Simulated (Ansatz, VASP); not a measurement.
Si: VASP beside Ansatz

```xyz
1
Lattice="2.5270 0.0000 0.0000 -1.2635 2.1885 0.0000 0.0000 0.0000 2.3730" Properties=species:S:1:pos:R:3 pbc="T T T"
Si    0.0000    0.0000    0.0000
```

This isn't the form of Si at room conditions, which is diamond.

Alike in both runs: task single point; functional PBEsol; k mesh 8 × 8 × 7; no spin polarisation.

|  | VASP | Ansatz |
| --- | --- | --- |
| version | VASP 6.6.1 | Ansatz 0.2.0 |
| potentials or method | VASP PAW PBE potentials, release 64 (Si), cutoff 520 eV | all-electron (LAPW or listed datasets) |
| occupations | methfessel-paxton of order 1, width 0.01 eV | cold, width 0.01 eV |

|  | VASP | Ansatz | Ansatz less VASP |
| --- | --- | --- | --- |
| gap on the k mesh at the Fermi level (eV) | none | none | - |
| pressure (GPa) | 15.9 | 15.6 | -0.28 |
| largest component of the traceless stress (GPa) | 1.35 | 1.47 | +0.119 |

A gap of «none» marks a metal or a gap that the smearing closes. Ansatz ran all-electron here, so the differences hold the error of VASP's frozen core and of both bases. Ansatz warned: «force_scf_threshold_loose».

Caveats: the k mesh is coarse (spacing up to 0.38 Å⁻¹), so the values aren't converged; so large a pressure means that the cell lies far from this level's equilibrium, or that cutoff or potentials fall short (VASP); the potentials were made for another functional, which shifts forces and pressure (VASP).
